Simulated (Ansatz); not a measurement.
## Molecular dynamics of C

The input (input.yaml):

```yaml
crystal:
  lattice:
    - [0.0, 3.628535, 3.628535]
    - [3.628535, 0.0, 3.628535]
    - [3.628535, 3.628535, 0.0]
  atoms:
    - { symbol: C, position: [0.03916201, -0.0438696, 0.00251133] }
    - { symbol: C, position: [0.1075653, 0.07931663, 0.14819418] }
    - { symbol: C, position: [-0.03288629, -0.03005542, 0.52818006] }
    - { symbol: C, position: [0.08043555, 0.118791, 0.63411388] }
    - { symbol: C, position: [-0.02490824, 0.44636425, 0.05466618] }
    - { symbol: C, position: [0.12568708, 0.6093283, 0.10812504] }
    - { symbol: C, position: [-0.05375697, 0.52049841, 0.51087236] }
    - { symbol: C, position: [0.08923931, 0.61941741, 0.66494977] }
    - { symbol: C, position: [0.49041525, -0.04059874, 0.01183072] }
    - { symbol: C, position: [0.6350171, 0.10047794, 0.10800878] }
    - { symbol: C, position: [0.47470168, 0.00101542, 0.50726331] }
    - { symbol: C, position: [0.60192811, 0.1278186, 0.60720077] }
    - { symbol: C, position: [0.49449585, 0.46526557, 0.02240632] }
    - { symbol: C, position: [0.61866987, 0.57176351, 0.17757448] }
    - { symbol: C, position: [0.46543672, 0.47418678, 0.5488563] }
    - { symbol: C, position: [0.61113282, 0.61689084, 0.63306378] }
basis:
  ecutwfc: 420.0
kpoints:
  mp_grid: { grid: [3, 3, 3] }
hamiltonian:
  xc: pbe
  dispersion: d3bj
scf:
  occupations: { method: fermi_dirac, width: 0.3 }
  lower_state_search: "off"
md:
  timestep: 0.75
  n_steps: 149
  ensemble: nvt_langevin
  temperature: 2800.0
  initial_velocities: maxwell_boltzmann
  seed: 815855
  friction: 0.02
  temperature_schedule:
    - { n_steps: 112, end_temperature: 300.0 }
    - { n_steps: 37, end_temperature: 300.0 }
```

Launched with:

```bash
$ ansatz run input.yaml --threads 1 --pin off --max-ram 3072MiB --backend cpu --events-out ev --progress --plain --runs-dir out
```

It goes on from the last frame of an earlier run, with new velocities.

Output, in part (step lines):

```
md step     0: t =     0.00 fs  T =  2625.0 K (target 2800.0 K)  F+E_penalty+E_count = -4010.76629761 eV  E_kin = 5.428920 eV  (7 SCF iters)
md step     1: t =     0.75 fs  T =  2573.7 K (target 2788.8 K)  F+E_penalty+E_count = -4010.77694497 eV  E_kin = 5.322899 eV  (7 SCF iters)
md step     2: t =     1.50 fs  T =  2644.7 K (target 2766.5 K)  F+E_penalty+E_count = -4010.80735966 eV  E_kin = 5.469666 eV  (7 SCF iters)
md step     3: t =     2.25 fs  T =  2776.7 K (target 2744.2 K)  F+E_penalty+E_count = -4010.81265875 eV  E_kin = 5.742747 eV  (7 SCF iters)
md step     4: t =     3.00 fs  T =  2899.6 K (target 2721.9 K)  F+E_penalty+E_count = -4010.70178605 eV  E_kin = 5.996827 eV  (7 SCF iters)
md step     5: t =     3.75 fs  T =  2703.1 K (target 2699.6 K)  F+E_penalty+E_count = -4010.46380104 eV  E_kin = 5.590366 eV  (5 SCF iters)
md step     6: t =     4.50 fs  T =  2297.8 K (target 2677.2 K)  F+E_penalty+E_count = -4010.14677753 eV  E_kin = 4.752144 eV  (5 SCF iters)
md step     7: t =     5.25 fs  T =  2202.7 K (target 2654.9 K)  F+E_penalty+E_count = -4009.82945351 eV  E_kin = 4.555629 eV  (5 SCF iters)
[... lines left out ...]
md step   148: t =   111.00 fs  T =  1058.9 K (target 300.0 K)  F+E_penalty+E_count = -4014.08796793 eV  E_kin = 2.189890 eV  (4 SCF iters)
md step   149: t =   111.75 fs  T =  1004.4 K (target 300.0 K)  F+E_penalty+E_count = -4014.09827001 eV  E_kin = 2.077203 eV  (6 SCF iters)
```

The steps, from the saved trajectory:

```json
{"time (fs)": "0.0", "T (K)": "2625", "potential energy less start (eV)": "0.000"}
{"time (fs)": "3.8", "T (K)": "2703", "potential energy less start (eV)": "0.302"}
{"time (fs)": "7.5", "T (K)": "2257", "potential energy less start (eV)": "1.333"}
{"time (fs)": "11.2", "T (K)": "3211", "potential energy less start (eV)": "0.122"}
{"time (fs)": "15.0", "T (K)": "3057", "potential energy less start (eV)": "-0.266"}
{"time (fs)": "18.8", "T (K)": "2544", "potential energy less start (eV)": "0.981"}
{"time (fs)": "22.5", "T (K)": "1817", "potential energy less start (eV)": "1.698"}
{"time (fs)": "26.2", "T (K)": "2055", "potential energy less start (eV)": "0.454"}
{"time (fs)": "30.0", "T (K)": "2503", "potential energy less start (eV)": "-0.566"}
{"time (fs)": "33.8", "T (K)": "2495", "potential energy less start (eV)": "-0.788"}
{"time (fs)": "37.5", "T (K)": "2049", "potential energy less start (eV)": "-0.443"}
{"time (fs)": "41.2", "T (K)": "1917", "potential energy less start (eV)": "-0.522"}
{"time (fs)": "45.0", "T (K)": "2513", "potential energy less start (eV)": "-1.106"}
{"time (fs)": "48.8", "T (K)": "2113", "potential energy less start (eV)": "-0.776"}
{"time (fs)": "52.5", "T (K)": "1712", "potential energy less start (eV)": "-0.251"}
{"time (fs)": "56.2", "T (K)": "1569", "potential energy less start (eV)": "-0.729"}
{"time (fs)": "60.0", "T (K)": "1630", "potential energy less start (eV)": "-1.135"}
{"time (fs)": "63.8", "T (K)": "1466", "potential energy less start (eV)": "-1.418"}
{"time (fs)": "67.5", "T (K)": "1521", "potential energy less start (eV)": "-1.831"}
{"time (fs)": "71.2", "T (K)": "1563", "potential energy less start (eV)": "-2.222"}
{"time (fs)": "75.0", "T (K)": "1283", "potential energy less start (eV)": "-1.824"}
{"time (fs)": "78.8", "T (K)": "1140", "potential energy less start (eV)": "-1.364"}
{"time (fs)": "82.5", "T (K)": "1129", "potential energy less start (eV)": "-1.761"}
{"time (fs)": "86.2", "T (K)": "1349", "potential energy less start (eV)": "-2.623"}
{"time (fs)": "90.0", "T (K)": "1175", "potential energy less start (eV)": "-2.600"}
{"time (fs)": "93.8", "T (K)": "1042", "potential energy less start (eV)": "-2.368"}
{"time (fs)": "97.5", "T (K)": "750", "potential energy less start (eV)": "-2.150"}
{"time (fs)": "101.2", "T (K)": "827", "potential energy less start (eV)": "-2.509"}
{"time (fs)": "105.0", "T (K)": "927", "potential energy less start (eV)": "-2.932"}
{"time (fs)": "108.8", "T (K)": "1044", "potential energy less start (eV)": "-3.223"}
```

All steps were run. The schedule's set-point averaged 509 K over the second half and the system 1217 K, so it lags behind the ramp. A run of 0.11 ps of so small a system gives no equilibrium averages.

Mean squared displacements from the first frame to the last, about the centre of mass: C 0.02 Å².

Last frame:

```xyz
16
Lattice="0.0000 3.6285 3.6285 3.6285 0.0000 3.6285 3.6285 3.6285 0.0000" Properties=species:S:1:pos:R:3
C 0.132 0.048 -0.116
C 0.945 0.957 0.781
C 1.880 1.833 -0.147
C 2.839 2.698 0.785
C 1.845 0.062 1.667
C 2.833 0.906 2.632
C 3.714 1.775 1.708
C 4.598 2.753 2.562
C 0.150 1.880 1.561
C 1.114 2.784 2.597
C 1.964 3.679 1.692
C 2.856 4.603 2.558
C 2.015 1.876 3.425
C 2.820 2.815 4.334
C 3.745 3.635 3.444
C 4.733 4.606 4.434
```

The run took 13 min on 1 thread of Arm Neoverse V1, with other jobs on the host, peak memory 0.39 GiB.
